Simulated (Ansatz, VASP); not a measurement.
**Two plane-wave programs on AlN**

```
CELL_PARAMETERS angstrom
4.40317 0.00000 0.00000
0.00000 -4.40317 0.00000
0.00000 0.00000 -4.40317
ATOMIC_POSITIONS crystal
Al 0.00000 0.00000 0.00000
Al 0.50000 0.50000 0.00000
Al 0.50000 0.00000 0.50000
Al 0.00000 0.50000 0.50000
N 0.75000 0.75000 0.75000
N 0.25000 0.25000 0.75000
N 0.25000 0.75000 0.25000
N 0.75000 0.25000 0.25000
```

Alike in both runs: task relaxation of cell and atoms; functional PBE; k mesh 6 × 6 × 6; occupations gaussian, width 0.02 eV; no spin polarisation.

|  | VASP | Ansatz |
| --- | --- | --- |
| version | VASP 6.6.1 | Ansatz 0.2.0 |
| potentials or method | VASP PAW PBE potentials, release 64 (Al, N) | scalar-relativistic, plane waves, PAW |
| plane-wave cutoff (eV) | 600 | 420 |
| valence electrons in the cell | 32 | 32 |

Ansatz gave:

```
gap on the k mesh at the Fermi level, each at its own relaxed structure (eV) : 3.31
relaxed volume (Å³/atom)                                                     : 10.67
relaxed cell length with the largest relative difference (Å)                 : 4.403
```

**Question.** What did VASP give for the same quantities?

**Answer.** gap on the k mesh at the Fermi level, each at its own relaxed structure (eV): 3.31; relaxed volume (Å³/atom): 10.65; relaxed cell length with the largest relative difference (Å): 4.400.

A k mesh can miss the band edges.
